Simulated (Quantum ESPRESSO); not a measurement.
Runs of Quantum ESPRESSO 7.5 on Ga2O3. Symmetry: C2/m, No. 12, monoclinic system. Conventional cell: a = 12.214 Å, b = 3.037 Å, c = 5.798 Å, α = 90.00°, β = 103.83°, γ = 90.00°. Ga (site symmetry m) is surrounded by 6 O at 1.94 to 2.07 Å. Ga (site symmetry m) is surrounded by 4 O at 1.83 to 1.86 Å. O (site symmetry m) has 3 Ga at 1.83 to 1.94 Å as nearest neighbours. Around O (site symmetry m) lie 4 Ga at 1.86 to 2.07 Å. O (site symmetry m) has 3 Ga at 1.83 to 1.94 Å as nearest neighbours. 

```tsv
task	level	potentials or basis	k mesh	cutoff (eV)	form of the LDA correlation	mesh quality	gap on the mesh (eV)	pressure (GPa)	largest force (eV/Å)
band structure	LDA	GBRV 1.5 LDA	8 × 8 × 4	762	PZ81	not flagged	2.35	-2.8	0.08
band structure	N12	PseudoDojo 0.4.1 SR PBE standard	6 × 6 × 4	1143	-	not flagged	(a)	1.5	0.22
single point	PBE	SSSP 1.3 efficiency PBE	9 × 9 × 5	952	-	not flagged	2.44	9.2	0.23
band structure	OLYP	PseudoDojo 0.4.1 SR PBE standard	6 × 6 × 4	1143	-	not flagged	2.91	10.5	0.15
band structure	PBE	GBRV 1.5 PBE	9 × 9 × 5	612	-	not flagged	2.47	9.6	0.24
band structure	WC	PseudoDojo 0.4.1 SR PBE standard	6 × 6 × 4	1143	-	not flagged	2.32	3.2	0.14
band structure	RGE2	PseudoDojo 0.4.1 SR PBE standard	6 × 6 × 4	1143	-	not flagged	2.46	(b)	0.16
```

Alike in all rows: no spin polarisation; cell as given; smearing fermi-dirac 0.05 eV.

**Question.** Fill in the values left out.

**Answer.** (a) 2.43; (b) 6.3.

Caveats: the potentials were made for another functional, which shifts forces and pressure (some runs); an odd mesh through Γ misses points on the zone boundary, where band edges often lie (some runs).

A k mesh can miss the band edges, and the runs leave out spin-orbit coupling on Ga.

Not every run made on this cell is shown here.
